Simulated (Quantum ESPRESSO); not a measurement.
**GaAs: phonons with LDA**

**The experiment to reproduce.**

A printed reference work, textbook reports, for a bulk crystal of GaAs at 300 K: high-frequency dielectric constant 10.89.

GaAs:

```
As Ga
1.0
     0.00000    2.82685    2.82685
     2.82685    0.00000    2.82685
     2.82685    2.82685    0.00000
As Ga
1 1
Direct
  0.75000 0.75000 0.75000
  0.00000 0.00000 0.00000
```

```
Program                     : Quantum ESPRESSO 7.5
Task                        : phonons
Functional                  : LDA
Potentials or basis         : GBRV 1.5 LDA
Cutoff                      : 612 eV
Density cutoff              : 4898 eV
k mesh                      : 8 × 8 × 8, shifted
Occupations                 : fermi-dirac, width 0.05 eV
Spin                        : no spin polarisation
Form of the LDA correlation : PZ81
Mixing beta                 : 0.5
Most SCF iterations         : 120
SCF threshold               : 4e-10 Ry
```

```json
{
  "Relaxed volume": "22.00 Å³/atom",
  "Relaxed cell": "a = 3.963 Å, b = 3.963 Å, c = 3.963 Å, α = 60.00°, β = 60.00°, γ = 60.00°",
  "Space group after relaxing (to 0.05 Å)": "F-43m (No. 216)",
  "Pressure after relaxing": "0.0 GPa",
  "Electronic dielectric tensor (diagonal)": "13.92",
  "Born charges (mean of the diagonal)": "As -2.06; Ga +2.06 e",
  "Highest phonon frequency at Γ, LO-TO splitting left out": "271 cm⁻¹",
  "Static dielectric tensor (diagonal)": "15.72"
}
```

Step by step:
```tsv
step	energy change (eV)	largest force (eV/Å)	pressure (GPa)	volume (Å³)
1	0.0000	0.0000	-1.93	45.18
2	-0.0043	0.0000	-1.24	44.74
3	-0.0071	0.0000	-0.14	44.08
4	-0.0072	0.0000	0.00	43.99
5	-0.0072	0.0000	0.00	43.99
```

Final structure:
```
As Ga
1.0
     0.00000    2.80192    2.80192
     2.80192    0.00000    2.80192
     2.80192    2.80192    0.00000
As Ga
1 1
Direct
  0.75000 0.75000 0.75000
  0.00000 0.00000 0.00000
```

Levels at points of the mesh, in eV from the valence-band top:
```csv
k point,band 9,band 10,band 11,band 12,band 13,band 14,band 15,band 16
"(0.06, 0.06, 0.06)",-12.87,-0.81,0.00,0.00,1.22,3.83,3.86,3.86
```

Phonon frequencies in cm⁻¹ (negative: imaginary):
| q point | frequencies |
| --- | --- |
| (0.000, 0.000, 0.000) | -6 -6 -6 271 271 271 |

Electronic dielectric tensor:
```
13.92  0.00  0.00
 0.00 13.92  0.00
 0.00  0.00 13.92
```

Born effective charge tensors (e):
atom 1, As
```
-2.06  0.00  0.00
 0.00 -2.06  0.00
 0.00  0.00 -2.06
```
atom 2, Ga
```
2.06 0.00 0.00
0.00 2.06 0.00
0.00 0.00 2.06
```

Optical modes at Γ, degenerate ones joined, polar ones without the macroscopic field:
| cm⁻¹ | components | symmetry | active in | IR intensity, summed ((D/Å)²/amu) |
| --- | --- | --- | --- | --- |
| 271 | 3 | T2 | IR and Raman | 8.15 |

Zone-centre frequencies without and with the macroscopic field along z (cm⁻¹):
|  | optical modes in rising order |
| --- | --- |
| without | 271 271 271 |
| with the field | 271 271 288 |

Static dielectric tensor, electrons and zone-centre modes:
```
15.72  0.00  0.00
 0.00 15.72  0.00
 0.00  0.00 15.72
```

It took 14 min on 1 thread of Intel(R) Xeon(R) Platinum 8259CL CPU @ 2.50GHz (Skylake/Cascade Lake), with other jobs on the host, peak memory 0.19 GiB.

Measured high-frequency dielectric constant of GaAs: 10.89 (300 K; a printed reference work, textbook). This calculation gives 13.92 (+27.9 %).

Caveat: the shifted mesh misses Γ, where the gap is smaller or closed, so treating the crystal as an insulator may be wrong and the dielectric response too small.
